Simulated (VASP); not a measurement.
AlAu, 2 atoms in the cell. The structure is cubic, space group Pm-3m (No. 221). The conventional cell has a = 3.224 Å, b = 3.224 Å, c = 3.224 Å, α = 90.00°, β = 90.00°, γ = 90.00°. Au (site symmetry m-3m) has 8 Al at 2.79 Å as nearest neighbours. Al (site symmetry m-3m) has 8 Au at 2.79 Å as nearest neighbours. The cell comes from a database or a generator and needn't be the stable form of this composition.

- Program: VASP 6.6.1
- Task: single point
- Functional: PBEsol
- Potentials or basis: VASP PAW PBE potentials, release 64 (Au, Al)
- Cutoff: 520 eV
- k mesh: 8 × 8 × 8
- Occupations: fermi-dirac, width 0.05 eV
- Spin: no spin polarisation
- Ladder: free
- Further INCAR settings: ALGO = Normal; EDIFF = 1e-07; NBANDS = 14

Potentials or basis: VASP PAW PBE potentials, release 64 (Au, Al).

Launch:

```bash
$ cat potpaw_PBE.64/Au/POTCAR potpaw_PBE.64/Al/POTCAR > POTCAR
$ mpirun -np 1 vasp_std > vasp.out
```

Hardware: 1 thread of AMD EPYC 7R43 64-Core Processor (Zen 3) (shared host).

Question: Estimate the wall time of this run.

Answer: Run time: 16 s on 1 thread of AMD EPYC 7R43 64-Core Processor (Zen 3), with other jobs on the host, peak memory 0.11 GiB. Counts: scf iterations 13, k points 35.
